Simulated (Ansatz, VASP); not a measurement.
C: VASP beside Ansatz

```
C
1.0
     4.25517    0.00000    0.00000
     0.00000    4.25517    0.00000
     0.00000    0.00000    1.28229
C
1
Direct
  0.50000 0.50000 0.50000
```

The cell was built by a generator and needn't be a form met in nature.

Alike in both runs: functional BLYP; k mesh 4 × 4 × 11; occupations fermi-dirac, width 0.05 eV; no spin polarisation.

|  | VASP | Ansatz |
| --- | --- | --- |
| version | VASP 6.6.1 | Ansatz 0.2.0 |
| potentials or method | VASP PAW PBE potentials, release 64 (C) | Ansatz PAW |
| plane-wave cutoff (eV) | 520 | 420 |
| valence electrons in the cell | 4 | 4 |
| task | single point | band structure |

Ansatz gave:

| Item | Value |
| --- | --- |
| gap on the k mesh at the Fermi level (eV) | none |
| pressure (GPa) | 0.6 |
| largest component of the traceless stress (GPa) | 1.80 |

What did VASP give for the same quantities?

gap on the k mesh at the Fermi level (eV): none; pressure (GPa): 0.4; largest component of the traceless stress (GPa): 1.43.

A gap of «none» marks a metal or a gap that the smearing closes.

Caveats: the k mesh is coarse (spacing up to 0.45 Å⁻¹), so the values aren't converged; the PAW data sets were made with another functional, which shifts forces and pressure a little (VASP); the PAW data sets come from PBE, with cores solved anew for the run's functional, which leaves a small shift of forces and pressure (Ansatz).
